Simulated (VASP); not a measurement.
**SrTiO3 in VASP: one cell, several levels of theory**

SrTiO3 (cubic perovskite), under +1.0 % biaxial strain in x and y, free along z is computed at one geometry. Runs: PBE, r2SCAN. The results are then set beside those of Ansatz 0.2.0 for the same cell.

Program: VASP 6.6.1. PAW datasets, plane waves. Computed at 0 K without zero-point motion; spin polarisation is off.

### Step 1. The structure to begin with

The cell comes from an earlier relaxation with r2SCAN in another program, then strained, with the atoms relaxed again.

Space group P4/mmm (No. 123), tetragonal; conventional cell a = 3.946 Å, c = 3.884 Å, 12.09 Å³ an atom. Sr has 12 O at 2.77–2.79 Å; Ti has 6 O at 1.94–1.97 Å; O has 2 Ti at 1.94 Å and 4 Sr at 2.79 Å; O has 2 Ti at 1.97 Å and 4 Sr at 2.77 Å.

Coordinates:

```cif
data_structure
_symmetry_space_group_name_H-M 'P 1'
_symmetry_Int_Tables_number 1
_cell_length_a 3.9459
_cell_length_b 3.9459
_cell_length_c 3.8839
_cell_angle_alpha 90.000
_cell_angle_beta 90.000
_cell_angle_gamma 90.000
_cell_volume 60.47
loop_
_atom_site_label
_atom_site_type_symbol
_atom_site_fract_x
_atom_site_fract_y
_atom_site_fract_z
_atom_site_occupancy
Sr1 Sr 0.00000 0.00000 0.00000 1
Ti1 Ti 0.50000 0.50000 0.50000 1
O1 O 0.50000 0.50000 0.00000 1
O2 O 0.50000 0.00000 0.50000 1
O3 O 0.00000 0.50000 0.50000 1
```

### Step 2. PBE at this geometry

INCAR reads:

```
ENCUT = 520.000000
SIGMA = 0.020000
EDIFF = 1.00e-07
GGA = PE
PREC = Accurate
IBRION = -1
ISIF = 2
ISMEAR = -1
NBANDS = 28
NELM = 120
NSW = 0
LASPH = .TRUE.
LCHARG = .TRUE.
LELF = .TRUE.
LWAVE = .FALSE.
LREAL = .FALSE.
```

KPOINTS reads:

```
KPOINTS created by Atomic Simulation Environment
0
Gamma
6 6 6
0 0 0
```

KPOINTS_OPT reads:

```
special points
4
Reciprocal
0.0000000000 0.0000000000 0.0000000000 1
0.0000000000 0.5000000000 0.0000000000 1
0.5000000000 0.5000000000 0.0000000000 1
0.5000000000 0.5000000000 0.5000000000 1
```

POSCAR reads:

```
Sr Ti O
 1.0000000000000000
     3.9459200166000001    0.0000000000000000    0.0000000000000000
     0.0000000000000000    3.9459200166000001    0.0000000000000000
     0.0000000000000000    0.0000000000000000    3.8839062165999998
 Sr  Ti  O
   1   1   3
Cartesian
  0.0000000000000000  0.0000000000000000  0.0000000000000000
  1.9729600083000001  1.9729600083000001  1.9419531082999999
  1.9729600083000001  1.9729600083000001  0.0000000000000000
  1.9729600083000001  0.0000000000000000  1.9419531082999999
  0.0000000000000000  1.9729600083000001  1.9419531082999999
```

The run uses the recommended PBE PAW datasets (40 valence electrons a neutral cell).

On the command line:

```console
$ mpirun -np 1 vasp_std
```

Printed to the terminal (iteration lines stand in OSZICAR):

```text
POSCAR found type information on POSCAR SrTiO
 POSCAR found :  3 types and       5 ions
 LDA part: xc-table for (Slater+PW92), standard interpolation
 POSCAR, INCAR and KPOINTS ok, starting setup
 FFT: planning ... GRIDC
 FFT: planning ... GRID_SOFT
 FFT: planning ... GRID
 WAVECAR not read
 entering main loop
 Start KPOINTS_OPT (optional k-point list driver)
k-point batch [1-4\4]
```

OSZICAR:

```text
N       E                     dE             d eps       ncg     rms          rms(c)
DAV:   1     0.432726638974E+03    0.43273E+03   -0.21176E+04  2240   0.158E+03
DAV:   2    -0.299514864372E+01   -0.43572E+03   -0.41496E+03  2472   0.439E+02
DAV:   3    -0.479824219356E+02   -0.44987E+02   -0.44535E+02  3084   0.136E+02
DAV:   4    -0.503761713830E+02   -0.23937E+01   -0.23887E+01  3392   0.265E+01
DAV:   5    -0.504440257312E+02   -0.67854E-01   -0.67840E-01  3056   0.382E+00    0.261E+01
DAV:   6    -0.401515742747E+02    0.10292E+02   -0.53157E+01  3148   0.641E+01    0.142E+01
DAV:   7    -0.401765761114E+02   -0.25002E-01   -0.80672E+00  2932   0.212E+01    0.107E+01
DAV:   8    -0.401362296917E+02    0.40346E-01   -0.13330E+00  2748   0.118E+01    0.302E+00
DAV:   9    -0.401039595613E+02    0.32270E-01   -0.29937E-01  2916   0.465E+00    0.123E+00
DAV:  10    -0.400951247748E+02    0.88348E-02   -0.94528E-02  2776   0.220E+00    0.672E-01
DAV:  11    -0.400902153802E+02    0.49094E-02   -0.19917E-02  3596   0.135E+00    0.162E-01
DAV:  12    -0.400902116215E+02    0.37587E-05   -0.11560E-03  2684   0.315E-01    0.141E-01
DAV:  13    -0.400901994688E+02    0.12153E-04   -0.16292E-04  3560   0.112E-01    0.683E-02
DAV:  14    -0.400901583630E+02    0.41106E-04   -0.38173E-04  2556   0.133E-01    0.292E-02
DAV:  15    -0.400901614338E+02   -0.30708E-05   -0.29457E-05  2960   0.403E-02    0.174E-02
DAV:  16    -0.400901600054E+02    0.14284E-05   -0.83720E-06  2948   0.319E-02    0.150E-02
DAV:  17    -0.400901593105E+02    0.69489E-06   -0.62253E-06  2684   0.264E-02    0.234E-03
DAV:  18    -0.400901594931E+02   -0.18257E-06   -0.49566E-07  2836   0.487E-03    0.163E-03
DAV:  19    -0.400901594121E+02    0.81039E-07   -0.43714E-08  1480   0.243E-03
   1 F= -.40090159E+02 E0= -.40090159E+02  d E =-.416812E-12
       N       E                     dE             ncg
DAV:   1     0.341969464183E+04   -0.39794E+04      224
DAV:   2     0.181489741424E+04   -0.16048E+04      240
DAV:   3     0.160633156576E+04   -0.20857E+03      348
DAV:   4     0.159639415297E+04   -0.99374E+01      288
DAV:   5     0.159611059390E+04   -0.28356E+00      308
DAV:   6     0.159610526186E+04   -0.53320E-02      304
DAV:   7     0.159610518688E+04   -0.74977E-04      296
DAV:   8     0.159610518480E+04   -0.20884E-05      312
DAV:   9     0.159610518477E+04   -0.27801E-07      192
```

The lines after F= are the extra pass for the points of KPOINTS_OPT, at fixed density; their E is not a total energy.

OUTCAR, selected sections:

```text
k-points           NKPTS =     40   k-points in BZ     NKDIM =     40   number of bands    NBANDS=     28

   NELECT =      40.0000    total number of electrons

   dimension x,y,z NGX =    30 NGY =   30 NGZ =   30
   dimension x,y,z NGXF=    60 NGYF=   60 NGZF=   60

  energy-cutoff  :      520.00
  volume of cell :       60.47
      direct lattice vectors                 reciprocal lattice vectors
     3.945920017  0.000000000  0.000000000     0.253426323  0.000000000  0.000000000
     0.000000000  3.945920017  0.000000000     0.000000000  0.253426323  0.000000000
     0.000000000  0.000000000  3.883906217     0.000000000  0.000000000  0.257472746

 k-points in reciprocal lattice and weights: KPOINTS created by Atomic Simulation Env
   0.00000000  0.00000000  0.00000000       0.005
   0.16666667  0.00000000  0.00000000       0.019
   0.33333333  0.00000000  0.00000000       0.019
   0.50000000  0.00000000  0.00000000       0.009
   0.16666667  0.16666667  0.00000000       0.019
   0.33333333  0.16666667  0.00000000       0.037
   0.50000000  0.16666667  0.00000000       0.019
   0.33333333  0.33333333  0.00000000       0.019
[... 32 more k-points ...]

 E-fermi :   4.5402

 k-point     1 :       0.0000    0.0000    0.0000
  band No.  band energies     occupation
      1     -52.4882      2.00000
      2     -28.7979      2.00000
      3     -28.7326      2.00000
      4     -28.7210      2.00000
      5     -28.7210      2.00000
      6     -13.3374      2.00000
      7     -12.3942      2.00000
      8     -12.3270      2.00000
      9     -10.7913      2.00000
     10     -10.7913      2.00000
     11     -10.7703      2.00000
     12       1.2010      2.00000
     13       1.2010      2.00000
     14       1.2835      2.00000
     15       2.8781      2.00000
     16       2.8781      2.00000
     17       2.9339      2.00000
     18       3.6716      2.00000
     19       3.6716      2.00000
     20       3.6851      2.00000
     21       5.8485      0.00000
     22       5.8761      0.00000
     23       5.8761      0.00000
     24       8.1739      0.00000
     25       8.2955      0.00000
     26       9.3555      0.00000
     27       9.4973      0.00000
     28      10.1207      0.00000

 k-point     2 :       0.1667    0.0000    0.0000
  band No.  band energies     occupation
      1     -52.4879      2.00000
      2     -28.8249      2.00000
      3     -28.7320      2.00000
      4     -28.7204      2.00000
      5     -28.7043      2.00000
      6     -13.3637      2.00000
      7     -12.3758      2.00000
      8     -12.3315      2.00000
      9     -10.7810      2.00000
     10     -10.7599      2.00000
     11     -10.6203      2.00000
     12       0.8766      2.00000
     13       1.1846      2.00000
     14       1.2712      2.00000
     15       2.5584      2.00000
     16       2.6092      2.00000
     17       2.6581      2.00000
     18       2.9304      2.00000
     19       3.5297      2.00000
     20       3.5399      2.00000
     21       5.9139      0.00000
     22       6.3968      0.00000
     23       6.4182      0.00000
     24       8.2644      0.00000
     25       8.9457      0.00000
     26       9.7973      0.00000
     27       9.9253      0.00000
     28      10.7532      0.00000

 k-point     3 :       0.3333    0.0000    0.0000
  band No.  band energies     occupation
      1     -52.4872      2.00000
      2     -28.8671      2.00000
      3     -28.7308      2.00000
      4     -28.7191      2.00000
      5     -28.6823      2.00000
      6     -13.4868      2.00000
      7     -12.3533      2.00000
      8     -12.1783      2.00000
      9     -10.7602      2.00000
     10     -10.7388      2.00000
     11     -10.3405      2.00000
     12       0.1893      2.00000
     13       1.1654      2.00000
     14       1.2636      2.00000
     15       1.9352      2.00000
     16       2.0139      2.00000
     17       2.0553      2.00000
     18       2.2747      2.00000
     19       3.3737      2.00000
     20       3.3757      2.00000
     21       5.9919      0.00000
     22       7.2872      0.00000
     23       7.2981      0.00000
     24       8.2741      0.00000
     25       9.9639      0.00000
     26      10.7217      0.00000
     27      10.8517      0.00000
     28      12.1155      0.00000

 k-point     4 :       0.5000    0.0000    0.0000
  band No.  band energies     occupation
      1     -52.4869      2.00000
      2     -28.8859      2.00000
      3     -28.7302      2.00000
      4     -28.7185      2.00000
      5     -28.6735      2.00000
      6     -13.5644      2.00000
      7     -12.3447      2.00000
      8     -12.0532      2.00000
      9     -10.7497      2.00000
     10     -10.7282      2.00000
     11     -10.2217      2.00000
     12      -0.1750      2.00000
     13       1.1718      2.00000
     14       1.2824      2.00000
     15       1.5725      2.00000
     16       1.7659      2.00000
     17       1.7965      2.00000
     18       2.1028      2.00000
     19       3.3105      2.00000
     20       3.3189      2.00000
     21       6.0323      0.00000
     22       7.6897      0.00000
     23       7.6953      0.00000
     24       8.2771      0.00000
     25      10.3791      0.00000
     26      11.2049      0.00000
     27      11.3689      0.00000
     28      12.0315      0.00000

 k-point     5 :       0.1667    0.1667    0.0000
  band No.  band energies     occupation
      1     -52.4875      2.00000
      2     -28.8321      2.00000
      3     -28.7361      2.00000
      4     -28.7314      2.00000
      5     -28.6914      2.00000
      6     -13.3390      2.00000
      7     -12.3880      2.00000
      8     -12.3429      2.00000
      9     -10.7489      2.00000
     10     -10.6713      2.00000
     11     -10.5808      2.00000
     12       0.6862      2.00000
     13       1.0337      2.00000
     14       1.2621      2.00000
     15       1.8929      2.00000
     16       2.3757      2.00000
     17       2.7547      2.00000
     18       2.8533      2.00000
     19       3.2107      2.00000
     20       3.3174      2.00000
     21       6.3811      0.00000
     22       6.4988      0.00000
     23       6.6759      0.00000
     24       8.6783      0.00000
     25       9.3106      0.00000
     26      10.1675      0.00000
     27      10.3528      0.00000
     28      11.1490      0.00000

 k-point     6 :       0.3333    0.1667    0.0000
  band No.  band energies     occupation
      1     -52.4869      2.00000
      2     -28.8555      2.00000
      3     -28.7387      2.00000
      4     -28.7302      2.00000
      5     -28.6852      2.00000
      6     -13.3752      2.00000
      7     -12.3672      2.00000
      8     -12.2596      2.00000
      9     -10.7268      2.00000
     10     -10.6353      2.00000
     11     -10.3693      2.00000
     12       0.1373      2.00000
     13       0.8083      2.00000
     14       1.1636      2.00000
     15       1.2614      2.00000
     16       1.9117      2.00000
     17       2.1765      2.00000
     18       2.8211      2.00000
     19       3.0709      2.00000
     20       3.0800      2.00000
     21       6.4851      0.00000
     22       7.3070      0.00000
     23       7.3547      0.00000
     24       8.7778      0.00000
     25      10.2974      0.00000
     26      10.9612      0.00000
     27      11.2938      0.00000
     28      12.2140      0.00000

 k-point     7 :       0.5000    0.1667    0.0000
  band No.  band energies     occupation
      1     -52.4866      2.00000
      2     -28.8696      2.00000
      3     -28.7343      2.00000
      4     -28.7296      2.00000
      5     -28.6854      2.00000
      6     -13.4248      2.00000
      7     -12.3259      2.00000
      8     -12.1944      2.00000
      9     -10.7156      2.00000
     10     -10.6262      2.00000
     11     -10.2693      2.00000
     12      -0.1942      2.00000
     13       0.6226      2.00000
     14       0.9634      2.00000
     15       1.2893      2.00000
     16       1.6698      2.00000
     17       1.9995      2.00000
     18       2.8206      2.00000
     19       2.9623      2.00000
     20       2.9866      2.00000
     21       6.5143      0.00000
     22       7.6958      0.00000
     23       7.7245      0.00000
     24       8.7853      0.00000
     25      10.7149      0.00000
     26      11.4254      0.00000
     27      11.8179      0.00000
     28      12.3858      0.00000

[... the tables of k-points 8 to 40 left out ...]

  Total        0.3625698      0.3625698      1.7584289      0.0000000      0.0000000      0.0000000
  in kB        9.6058738      9.6058738     46.5875759      0.0000000      0.0000000      0.0000000
  external PRESSURE =      21.9331078 kB  Pullay stress =       0.0000000 kB

 POSITION                                       TOTAL-FORCE (eV/Angst)
 -----------------------------------------------------------------------------------
      0.00000      0.00000      0.00000         0.000000      0.000000      0.000000
      1.97296      1.97296      1.94195         0.000000      0.000000      0.000000
      1.97296      1.97296      0.00000         0.000000      0.000000      0.000000
      1.97296      0.00000      1.94195         0.000000      0.000000      0.000000
      0.00000      1.97296      1.94195         0.000000      0.000000      0.000000
 -----------------------------------------------------------------------------------
    total drift:                                0.000000      0.000000     -0.000000

  FREE ENERGIE OF THE ION-ELECTRON SYSTEM (eV)
  ---------------------------------------------------
  free  energy   TOTEN  =       -40.0901594121 eV

  energy  without entropy=      -40.0901594121  energy(sigma->0) =      -40.09015941
```

Hardware: 1 MPI rank of Intel Xeon Platinum 8488C, shared host.

The levels at the points of KPOINTS_OPT are read from vasprun.xml.

Levels at the named points, in eV from the top of band v (v: the last filled band by count, c: the next):

```csv
point,v−1,v,c,c+1
Γ,-0.38,-0.37,1.80,1.83
X,-0.74,-0.73,1.98,3.64
M,-1.62,-0.13,3.65,3.65
R,0.00,0.00,4.30,4.38
```

Gap with PBE: 1.80 eV, valence top at R, conduction bottom at Γ. Least direct gap: 2.16 eV. Pressure: 2.19 GPa; the forces vanish within 0.01 eV/Å.

Density in a lattice plane of the grid's cell (edges 3.95 and 3.88 Å, at 0.500 of the third edge), which holds Ti and O.

Ten even steps from '0' (0.04 e/Å³) to '9' (14.95 e/Å³):
```
000000000134443100000000
000000000112321100000000
000000000001110000000000
000000000000000000000000
000000000000000000000000
000000000000000000000000
110000000012221000000001
321100000134543100000112
443100001357875310000134
543210001368986310001234
443100001357875310000134
321100000134543100000112
110000000012221000000001
000000000000000000000000
000000000000000000000000
000000000000000000000000
000000000001110000000000
000000000112321100000000
000000000134443100000000
000000001234543210000000
```
Columns run along the first of these edges and rows up along the second, over one cell in 24 and 20 even steps from the bottom left corner. Atoms in the plane (fractional): Ti at (0.50, 0.50), O at (0.50, 0.00), O at (0.00, 0.50).

ELF in the same plane.

Ten even steps from '0' (0.02) to '9' (0.99):
```
000013578875457887531000
000002467887778876420000
100001246788888764210000
332100123556665532100123
665321001112221110012356
777642000112221100024677
888763101234543210136788
778874112478887421147887
457875223689998632257875
246775224799999742257764
457875223689998632257875
778874112478887421147887
888763101234543210136788
777642000112221100024677
665321001112221110012356
332100123556665532100123
100001246788888764210000
000002467887778876420000
000013578875457887531000
000013678764246787631000
```
Columns run along the first of these edges and rows up along the second, over one cell in 24 and 20 even steps from the bottom left corner. Atoms in the plane (fractional): Ti at (0.50, 0.50), O at (0.50, 0.00), O at (0.00, 0.50).

Both are smooth fields of the valence electrons: close to the nuclei they are not physical.

Maxima of ELF outside the ion cores: 0.84 in the shell around O, 0.6 Å from O.

[end of part 1 of 2]
